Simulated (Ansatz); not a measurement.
Relativity in Pb

```xyz
1
Lattice="0.0000 2.4698 2.4698 2.4698 0.0000 2.4698 2.4698 2.4698 0.0000" Properties=species:S:1:pos:R:3 pbc="T T T"
Pb    0.0000    0.0000    0.0000
```

The cell is a measured one (Crystallography Open Database entry 9012959); the temperature and pressure of the measurement aren't taken into account, and nothing was relaxed. It is an old determination, and later ones may differ.

One fixed cell is solved with PBE by full-potential LAPW in Ansatz 0.2.0 under different relativistic treatments. Pressure is positive in compression.

Numerical set-up: a Γ-centred 12×12×12 k mesh, Fermi–Dirac smearing of 0.05 eV, basis error target 0.25 meV/atom, no spin polarisation.

```json
{"setting": "scalar-relativistic", "P (GPa)": "3.01"}
{"setting": "non-relativistic", "P (GPa)": "?"}
{"setting": "with spin–orbit coupling", "P (GPa)": "3.03"}
{"setting": "scalar-relativistic, point nuclei", "P (GPa)": "3.02"}
{"setting": "scalar-relativistic, inner shells corrected to Dirac", "P (GPa)": "3.04"}
```

Question: What belongs in the row "non-relativistic", column "P (GPa)"?

Answer: 5.01.
